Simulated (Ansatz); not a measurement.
Computed with Ansatz, DFT, PBE, plane waves (420 eV) with PAW, scalar-relativistic.

An element in the hcp structure gives this curve. The cell is scaled uniformly from the relaxed one, with fractional coordinates and shape fixed. Energies are extrapolated to zero smearing, pressures are those at the given smearing. Magnetic state: spin not included.

```
V (Å³/atom)  E − E₀ (meV/atom)  P (GPa)
     65.198               14.2     0.58
     68.161                5.8     0.35
     71.125                1.3     0.16
     74.088                0.0     0.01
     77.052                1.3    -0.12
     80.016                4.8    -0.23
     82.979               10.1    -0.32
```

Which element is it?
A. barium
B. potassium
C. lanthanum
D. calcium

B. Its fit is V₀ = 73.98 Å³/atom, B₀ = 3.6 GPa, B₀′ = 3.8.
